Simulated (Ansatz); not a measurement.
# CdF2 monolayer (1T) under biaxial strain in the plane of the sheet, part 2 of 2

Aim: how do the optical modes of CdF2 monolayer (1T) shift and split under this strain?

Ansatz 0.2.0; DFT PBE, scalar-relativistic, plane waves, PAW; PAW set soft_1.

So far. Step 4 (Tight relaxation): The largest force component left is 0.20 meV/Å, within the tolerances set.

## Step 5: Modes at rest

The force constants come from the linear response of the density to a displacement.

The modes at rest are the reference of the series.

input.yaml reads:

```yaml
crystal:
  lattice:
    - [3.5537328323, 0.0, 0.0]
    - [-1.7768664162, 3.0776229111, 0.0]
    - [0.0, 0.0, 27.6]
  atoms:
    - { symbol: Cd, position: [0.0, 0.0, 0.3623188406] }
    - { symbol: F, position: [0.3333333333, 0.6666666667, 0.3983411346] }
    - { symbol: F, position: [0.6666666667, 0.3333333333, 0.3262965465] }
  periodic: [true, true, false]
kpoints:
  mp_grid: { grid: [9, 9, 1] }
hamiltonian:
  xc: pbe
  pseudopotentials: { kind: paw, azcp: { folder: soft_1 } }
scf:
  occupations: { method: fixed }
output:
  eigenvalues: true
phonons:
  method: dfpt
```

Started as:

```bash
> ansatz run input.yaml --threads 4 --pin off --max-ram 16384MiB --backend cpu --events-out ev --progress --plain --runs-dir out
```

Numbers of over 12 decimals in the logs are rounded to 6 here.

The program printed:

```text
Warning: crystal.symmetry: narrowed to the stabiliser of the run's FFT grids — unitary ops 12 → 6. A phonons.method: dfpt run fills in the rows of the dynamical matrix that it does not solve by its symmetry operations, which is exact only for operations that map its FFT grids onto themselves: filled in by any other, the frequencies could depend on the order in which like atoms are typed, or, by more than the grids' own error, on where the crystal sits among the grids' points. Excluded: 6 operations. The run can therefore solve more perturbations, solve them on more k-points, or both, and cost more. [rest of the remark cut]
[...]
Crystal: 3 atoms, lattice volume = 301.863 Å³
Basis set: ecut = 420 eV, 5811 PW (Γ), exchange–correlation on 48×48×384 points (8 copies of the dense FFT grid, shifted against one another)
Bands: 21, of which v1, the nominal top of the filled ones, is band 17 counted from 1 (16 counted from 0)
Symmetry: 12 space group operations
k-points: 25 of 81 (irreducible under 2 space group operations, time reversal used)
[...]
SCF iter   1: F=—  HF=-9873.900845 eV  |F-HF|=—  |Δ(HF+E_count)|=         —  Δρ=4.53e-2  dr2=6.17e0  ethr=3.10e-3  ⟨swp⟩=6.4  Hψ=2358  notcnv=0  defer=38
[...]
SCF iter  10: F=-9872.034883 eV  HF=-9872.034883 eV  |F-HF|=3.64e-11  |Δ(HF+E_count)|=  2.73e-11  Δρ=1.53e-7  dr2=3.52e-11  ethr=1.00e-12  ⟨swp⟩=19.0  Hψ=4700  notcnv=0
SCF 1 converged in 10 iterations: F = -9872.034883 eV  dr2 = 3.52e-11
[...]
DFPT response loops at Γ: preconditioner auto → none (the input reference at scf.mixing.eps_inf says where Resta's filter doesn't serve); β = 0.50; Broyden in place of MSR1
SCF converged after 10 iterations
Free energy (F): -9872.034883 eV
[...]
Internal energy: -9872.034883 eV  (E = F + TS)
E sigma→0 (E₀):  -9872.034883 eV
Fermi energy:    -8.792124 eV
[...]
--- Band table (eV; the first three rows and the last of 25) ---
  k-point 0: bands = [... 13 lower, -9.9405, -9.5924, -8.7921, -8.7921, -4.9235, -1.5245 (-1.5245°), -0.0903, 0.2120]
  k-point 1: bands = [... 13 lower, -9.9120, -9.5422, -8.9513, -8.8176, -4.5845, -1.2889 (-1.2889°), 0.0924, 0.4153]
  k-point 2: bands = [... 13 lower, -10.0779, -9.4658, -9.2442, -8.8479, -3.7148, -0.6551 (-0.6551°), 0.6306, 1.0156]
  k-point 24: bands = [... 13 lower, -10.3922, -9.7767, -9.1314, -8.9929, -2.0516, 0.7795 (0.7795°), 1.6837, 2.4529]
  ° read free of the cell's end (the report's vacuum.weakly_bound_levels)
--- Phonons (Γ-DFPT): 6 representative perturbations + reference, on 25 of 81 k-points (Σ response iterations 23) ---
  ASR residual: 1.360e-4 → 0.000e0 eV/Å²; symmetrization residual: 6.217e-6 eV/Å²
  The last average, over the group as it would stand without the narrowing to the FFT grids, took up to 3.185e-6 eV/Å² of the zone centre's force constants
  ASR residual per site (eV/Å²): 2.53e-5 1.26e-4 1.36e-4
  Γ frequencies (cm⁻¹): 0.00 0.00 0.00 228.31 228.31 252.49 252.49 287.13 303.76
  non-analytic LO–TO correction: not included (Born effective charges unavailable; polar crystals: no LO–TO splitting at Γ)
```

It took 21 s on 4 threads of Arm Neoverse V2, shared host; peak memory 0.93 GiB; 76 s of CPU time.

This step gave:

```yaml
sum_rule_residual_before_enforcement: 1.36e-4 eV/Å²
point_group: -3m
highest_optical_mode_at_the_zone_centre_no_lo_to_term: 303.8 cm⁻¹
lowest_optical_zone_centre_mode: 228.3 cm⁻¹
```

Without the LO-TO term. Patterns of degenerate modes are one choice out of their space. The modes at Γ (shares of kinetic energy by element, %):

```tsv
mode	frequency (cm⁻¹)	symmetry	Cd %	F %
1	0.0	acoustic	75	25
2	0.0	acoustic	75	25
3	0.0	acoustic	75	25
4	228.3	Eg	0	100
5	228.3	Eg	0	100
6	252.5	Eu	25	75
7	252.5	Eu	25	75
8	287.1	A1g	0	100
9	303.8	A2u	25	75
```

Displacements in mode 4 (228.3 cm⁻¹), the largest set to 1:
```
Cd1  0.00  0.00  0.00
F2   0.02  1.00  0.00
F3  -0.02 -1.00  0.00
```

Displacements in mode 9 (303.8 cm⁻¹), the largest set to 1:
```
Cd1  0.00  0.00 -0.34
F2   0.00  0.00  1.00
F3   0.00  0.00  1.00
```

Before it was imposed, the acoustic sum rule was missed by 1.4e-4 eV/Å². Small misses are needed for a sound result but don't prove that mesh and cutoff are converged. The lowest optical mode is real, 228 cm⁻¹.

## Step 6: Relaxation of a member: biaxial strain of +5 % in the plane of the sheet

The cell takes a biaxial strain of +5 % in the plane of the sheet. The cell is held, and the atoms relax in it.

input.yaml, the sections that differ from step 5:

```yaml
crystal:
  lattice:
    - [3.7314194739, 0.0, 0.0]
    - [-1.865709737, 3.2315040566, 0.0]
    - [0.0, 0.0, 27.6]
  atoms:
    - { symbol: Cd, position: [0.0, 0.0, 0.3623188406] }
    - { symbol: F, position: [0.3333333333, 0.6666666667, 0.3951449854] }
    - { symbol: F, position: [0.6666666667, 0.3333333333, 0.3294926958] }
  periodic: [true, true, false]
output:
  forces: true
  stress: true
  eigenvalues: true
relax:
  adjacent_minimum: "off"
  f_tol: 0.001
  max_steps: 60
# kpoints, hamiltonian, scf: as in step 5
# phonons: removed
```

The program printed:

```text
[...]
--- Relaxed structure (4 steps of the walk, 4 accepted, 0 SCFs on fresh bases) ---
  F+E_penalty+E_count = -9871.93829465 eV   max|allowed force component| = 2.683e-4 eV/Å
  cell:  # Å, volume = 332.8035 Å³
    - [3.731419, 2.8867480216015117e-11, 0.0]
    - [-1.865710, 3.231504, 0.0]
    - [0.0, 0.0, 27.6]
  atoms:
    - { symbol: Cd, position: [0, 0, 0.3623188406] }
    - { symbol: F, position: [0.333333, 0.666667, 0.394376] }
    - { symbol: F, position: [0.666667, 0.333333, 0.330261] }
[key lines of the parts left out:]
SCF converged after 6 iterations
Free energy (F): -9871.938295 eV
Fermi energy:    -8.470186 eV
P = ½ c Tr σ = -2.6236 N/m
```

It took 4.9 s on 4 threads; peak memory 0.58 GiB.

Step by step:

```tsv
step	energy less that of the first step (eV)	largest force component (eV/Å)
1	0.0000	0.0982
2	-0.0020	0.0217
3	-0.0021	0.0002
4	-0.0021	0.0003
```

The run keeps the 12 symmetry operations that it works with, so distortions that break them were not tested.

The atoms that moved most (Å):

```tsv
atom	dx	dy	dz	length
F2	0.000	0.000	-0.021	0.021
F3	0.000	0.000	0.021	0.021
```

The relaxed structure:

```
Cd F
1.0
     3.73142    0.00000    0.00000
    -1.86571    3.23150    0.00000
     0.00000    0.00000   27.60000
Cd F
1 2
Direct
  0.00000 0.00000 0.36232
  0.33333 0.66667 0.39438
  0.66667 0.33333 0.33026
```

This step gave:

| Quantity | Value |
| --- | --- |
| gap on the k-mesh | 3.622 eV |
| area per atom | 4.019 Å² |

The largest force component left is 0.27 meV/Å.

## Step 7: Zone-centre modes of the member: biaxial strain of +5 % in the plane of the sheet

The zone-centre modes follow for biaxial strain of +5 % in the plane of the sheet.

input.yaml, the sections that differ from step 6:

```yaml
crystal:
  lattice:
    - [3.7314194739, 0.0, 0.0]
    - [-1.865709737, 3.2315040566, 0.0]
    - [0.0, 0.0, 27.6]
  atoms:
    - { symbol: Cd, position: [0.0, 0.0, 0.3623188406] }
    - { symbol: F, position: [0.3333333333, 0.6666666667, 0.3943764005] }
    - { symbol: F, position: [0.6666666667, 0.3333333333, 0.3302612807] }
  periodic: [true, true, false]
output:
  eigenvalues: true
phonons:
  method: dfpt
# kpoints, hamiltonian, scf: as in step 6
# relax: removed
```

The program printed:

```text
[...]
Crystal: 3 atoms, lattice volume = 332.803 Å³
Basis set: ecut = 420 eV, 6561 PW (Γ), exchange–correlation on 50×50×384 points (8 copies of the dense FFT grid, shifted against one another)
Bands: 21, of which v1, the nominal top of the filled ones, is band 17 counted from 1 (16 counted from 0)
Symmetry: 12 space group operations
k-points: 25 of 81 (irreducible under 2 space group operations, time reversal used)
[...]
SCF iter   1: F=—  HF=-9873.998369 eV  |F-HF|=—  |Δ(HF+E_count)|=         —  Δρ=4.42e-2  dr2=6.67e0  ethr=3.10e-3  ⟨swp⟩=6.1  Hψ=2393  notcnv=0  defer=35
[...]
SCF iter  11: F=-9871.938295 eV  HF=-9871.938295 eV  |F-HF|=4.73e-11  |Δ(HF+E_count)|=  9.09e-12  Δρ=8.81e-8  dr2=1.41e-11  ethr=1.00e-12  ⟨swp⟩=18.9  Hψ=4497  notcnv=0
SCF 1 converged in 11 iterations: F = -9871.938295 eV  dr2 = 1.41e-11
[...]
SCF converged after 11 iterations
Free energy (F): -9871.938295 eV
[...]
Internal energy: -9871.938295 eV  (E = F + TS)
E sigma→0 (E₀):  -9871.938295 eV
Fermi energy:    -8.470183 eV
[...]
--- Band table (eV; the first three rows and the last of 25) ---
  k-point 0: bands = [... 13 lower, -9.4489, -9.1091, -8.5858, -8.5858, -4.8479, -1.4667 (-1.4667°), -0.0698, 0.2282]
  k-point 1: bands = [... 13 lower, -9.4240, -9.0703, -8.6709, -8.5810, -4.5302, -1.2836 (-1.2836°), 0.0962, 0.4080]
  k-point 2: bands = [... 13 lower, -9.6201, -8.9556, -8.8553, -8.5531, -3.7212, -0.7724 (-0.7725°), 0.5822, 0.9416]
  k-point 24: bands = [... 13 lower, -9.8789, -9.1835, -8.7623, -8.6106, -2.2317, 0.4283 (0.4283°), 1.5272, 2.3234]
  ° read free of the cell's end (the report's vacuum.weakly_bound_levels)
[...]
ASR residual: 1.838e-4 → 0.000e0 eV/Å²; symmetrization residual: 2.600e-5 eV/Å²
[...]
ASR residual per site (eV/Å²): 4.10e-6 1.83e-4 1.84e-4
  Γ frequencies (cm⁻¹): 0.00 0.00 0.00 209.66 209.66 218.95 218.95 258.07 269.83
[...]
```

The job ended after 28 s (4 threads; peak memory 1 GiB).

Numbers from this step:

```
sum-rule residual before enforcement                    : 1.84e-4 eV/Å²
highest optical mode at the zone centre (no LO-TO term) : 269.8 cm⁻¹
lowest optical zone-centre mode                         : 209.7 cm⁻¹
```

Without the LO-TO term. Patterns of degenerate modes are one choice out of their space. The modes at Γ (shares of kinetic energy by element, %):

```tsv
mode	frequency (cm⁻¹)	symmetry	Cd %	F %
1	0.0	acoustic	75	25
2	0.0	acoustic	75	25
3	0.0	acoustic	75	25
4	209.7	Eu	25	75
5	209.7	Eu	25	75
6	218.9	Eg	0	100
7	218.9	Eg	0	100
8	258.1	A1g	0	100
9	269.8	A2u	25	75
```

The lowest optical mode is real, 210 cm⁻¹, and the highest lies at 269.8 cm⁻¹.

For the highest optical mode at the zone centre (no LO-TO term), step 5 gave 304 cm⁻¹; this run, with strain 5 %, gives 270 cm⁻¹ (-11 %).

## Step 8: A member of the series: biaxial strain of -3 % in the plane of the sheet

The cell takes a biaxial strain of -3 % in the plane of the sheet. The cell is held, and the atoms relax in it.

input.yaml, the sections that differ from step 7:

```yaml
crystal:
  lattice:
    - [3.4471208473, 0.0, 0.0]
    - [-1.7235604236, 2.9852942237, 0.0]
    - [0.0, 0.0, 27.6]
  atoms:
    - { symbol: Cd, position: [0.0, 0.0, 0.3623188406] }
    - { symbol: F, position: [0.3333333333, 0.6666666667, 0.4000038239] }
    - { symbol: F, position: [0.6666666667, 0.3333333333, 0.3246338573] }
  periodic: [true, true, false]
output:
  forces: true
  stress: true
  eigenvalues: true
relax:
  adjacent_minimum: "off"
  f_tol: 0.001
  max_steps: 60
# kpoints, hamiltonian, scf: as in step 7
# phonons: removed
```

The program printed:

```text
[...]
Crystal: 3 atoms, lattice volume = 284.022 Å³
Basis set: ecut = 420 eV, 5529 PW (Γ), exchange–correlation on 48×48×384 points (8 copies of the dense FFT grid, shifted against one another)
Bands: 21, of which v1, the nominal top of the filled ones, is band 17 counted from 1 (16 counted from 0)
Symmetry: 12 space group operations
[...]
--- Relaxed structure (4 steps of the walk, 4 accepted, 0 SCFs on fresh bases) ---
  F+E_penalty+E_count = -9871.99772085 eV   max|allowed force component| = 3.120e-5 eV/Å
  cell:  # Å, volume = 284.0225 Å³
    - [3.447121, -2.8867416462326428e-11, 0.0]
    - [-1.723560, 2.985294, 0.0]
    - [0.0, 0.0, 27.6]
  atoms:
    - { symbol: Cd, position: [0, 0, 0.362319] }
    - { symbol: F, position: [0.333333, 0.666667, 0.400860] }
    - { symbol: F, position: [0.666667, 0.333333, 0.323778] }
[key lines of the parts left out:]
SCF converged after 7 iterations
Free energy (F): -9871.997721 eV
Fermi energy:    -8.962839 eV
P = ½ c Tr σ = 1.8829 N/m
```

Wall time 4 s (4 threads); peak memory 0.52 GiB.

The steps of the relaxation:

```tsv
step	energy less that of the first step (eV)	largest force component (eV/Å)
1	0.0000	0.1548
2	-0.0036	0.0039
3	-0.0036	0.0039
4	-0.0036	0.0000
```

Forces are held to the 12 operations that the run works with; a distortion that breaks them can't arise in this run.

The atoms that moved most (Å):

```tsv
atom	dx	dy	dz	length
F3	0.000	0.000	-0.024	0.024
F2	0.000	0.000	0.024	0.024
```

Final coordinates:

```xyz
3
Lattice="3.4471 0.0000 0.0000 -1.7236 2.9853 0.0000 0.0000 0.0000 27.6000" Properties=species:S:1:pos:R:3
Cd    0.0000    0.0000   10.0000
F     0.0000    1.9902   11.0637
F     1.7236    0.9951    8.9363
```

Numbers from this step:

```
gap on the k-mesh : 3.905 eV
area per atom     : 3.43 Å²
```

The largest force component left is 0.031 meV/Å.

## Step 9: Zone-centre modes of the member: biaxial strain of -3 % in the plane of the sheet

The zone-centre modes follow for biaxial strain of -3 % in the plane of the sheet.

input.yaml, the sections that differ from step 8:

```yaml
crystal:
  lattice:
    - [3.4471208473, 0.0, 0.0]
    - [-1.7235604236, 2.9852942237, 0.0]
    - [0.0, 0.0, 27.6]
  atoms:
    - { symbol: Cd, position: [0.0, 0.0, 0.3623188406] }
    - { symbol: F, position: [0.3333333333, 0.6666666667, 0.4008601765] }
    - { symbol: F, position: [0.6666666667, 0.3333333333, 0.3237775047] }
  periodic: [true, true, false]
output:
  eigenvalues: true
phonons:
  method: dfpt
# kpoints, hamiltonian, scf: as in step 8
# relax: removed
```

The program printed:

```text
[...]
Crystal: 3 atoms, lattice volume = 284.022 Å³
Basis set: ecut = 420 eV, 5529 PW (Γ), exchange–correlation on 48×48×384 points (8 copies of the dense FFT grid, shifted against one another)
Bands: 21, of which v1, the nominal top of the filled ones, is band 17 counted from 1 (16 counted from 0)
Symmetry: 12 space group operations
[...]
k-point 24: bands = [... 13 lower, -10.7003, -10.1367, -9.3358, -9.2295, -2.0467, 1.0188 (1.0188°), 1.7503, 2.4661]
  ° read free of the cell's end (the report's vacuum.weakly_bound_levels)
[...]
ASR residual: 2.306e-5 → 0.000e0 eV/Å²; symmetrization residual: 6.572e-6 eV/Å²
[...]
ASR residual per site (eV/Å²): 2.31e-5 6.71e-6 9.21e-6
  Γ frequencies (cm⁻¹): 0.00 0.00 0.00 231.49 231.49 269.88 269.88 304.90 328.81
[...]
[key lines of the parts left out:]
SCF converged after 10 iterations
Free energy (F): -9871.997721 eV
Fermi energy:    -8.962844 eV
```

Run time: 20 s. Hardware: 4 threads; peak memory 0.9 GiB; 74 s of CPU time.

Numbers from this step:

```yaml
sum_rule_residual_before_enforcement: 2.31e-5 eV/Å²
highest_optical_mode_at_the_zone_centre_no_lo_to_term: 328.8 cm⁻¹
lowest_optical_zone_centre_mode: 231.5 cm⁻¹
```

Without the LO-TO term. Patterns of degenerate modes are one choice out of their space. Modes at Γ, with each element's share of the kinetic energy:

```tsv
mode	frequency (cm⁻¹)	symmetry	Cd %	F %
1	0.0	acoustic	75	25
2	0.0	acoustic	75	25
3	0.0	acoustic	75	25
4	231.5	Eg	0	100
5	231.5	Eg	0	100
6	269.9	Eu	25	75
7	269.9	Eu	25	75
8	304.9	A1g	0	100
9	328.8	A2u	25	75
```

Displacements in mode 4 (231.5 cm⁻¹), the largest set to 1:
```
Cd1  0.00  0.00  0.00
F2   0.29  1.00  0.00
F3  -0.29 -1.00  0.00
```

Displacements in mode 9 (328.8 cm⁻¹), the largest set to 1:
```
Cd1  0.00  0.00 -0.34
F2   0.00  0.00  1.00
F3   0.00  0.00  1.00
```

The lowest optical mode is real, 231 cm⁻¹, and the highest lies at 328.8 cm⁻¹.

Between step 5 and this run (strain -3 %) the value for the highest optical mode at the zone centre (no LO-TO term) moves from 304 cm⁻¹ to 329 cm⁻¹ (+8 %).

## Step 10: All members side by side

The members are set side by side, also those not shown above.

Energies are extrapolated to zero smearing, and E0 is that at rest; the cell is clamped and the atoms are relaxed. State of the crystal along the series:

```tsv
strain (%)	E - E0 (meV/atom)	gap on mesh (eV)
-3	12.39	3.905
-2	5.485	3.897
-1	1.386	3.885
0	0	3.869
1	1.359	3.846
2	5.318	3.799
3	11.83	3.746
4	20.8	3.687
5	32.2	3.622
```

Optical modes are counted from below at rest and tracked from member to member by their patterns, and modes that stay within 0.3 cm⁻¹ of each other stand once; labels, where given, are those at rest; the cell is clamped and the atoms are relaxed. Optical modes along the series:

```tsv
strain (%)	optical mode 1 Eg (cm⁻¹)	optical mode 2 Eu (cm⁻¹)	optical mode 3 A1g (cm⁻¹)	optical mode 4 A2u (cm⁻¹)
-3	231.5	269.9	304.9	328.8
-2	230.8	264.9	298.9	320.1
-1	229.6	259	293	311.8
0	228.3	252.5	287.1	303.8
1	226.8	245.3	281.3	296.1
2	225.1	237.4	275.5	288.9
3	223.2	228.8	269.7	282.2
4	221.1	219.5	263.9	275.8
5	218.9	209.7	258.1	269.8
```

Value and slope at zero strain of a cubic (a lower polynomial where under five rows exist) through the rows within 2 % of rest. Slopes at rest:

```tsv
mode	frequency (cm⁻¹)	shift per percent of strain (cm⁻¹)
optical mode 1 Eg	228.3	-1.42
optical mode 2 Eu	252.5	-6.87
optical mode 3 A1g	287.1	-5.85
optical mode 4 A2u	303.8	-7.81
```

## Step 11: Outcome

| Property | Result |
| --- | --- |
| members | 9 |
| highest optical mode at the zone centre (no LO-TO term), at rest | 303.8 cm⁻¹ |
| optical mode 1 Eg, shift per percent | -1.42 cm⁻¹ |
| optical mode 2 Eu, shift per percent | -6.87 cm⁻¹ |
| optical mode 3 A1g, shift per percent | -5.85 cm⁻¹ |
| optical mode 4 A2u, shift per percent | -7.81 cm⁻¹ |

The fastest shift in the table of slopes is -7.8 cm⁻¹ for each percent (optical mode 4 A2u). These are harmonic frequencies at zero temperature: anharmonic shifts, linewidths and thermal expansion are left out. The starting cell was built on a prototype and not taken from a measurement. Only the zone centre was solved, so an instability at another wavevector cannot show here. In a sheet the LO-TO splitting vanishes at the zone centre, so no such term is missing here.

[Logs are printed without paths, hosts, clocks, repeated set-up lines and the standing remarks that a program may print on its own settings, such as how far it seeks lower states.]

[Hosts, paths, dates, database ids (printed as entryN), source tags and the programs' standing remarks are cut or masked in the printed files.]
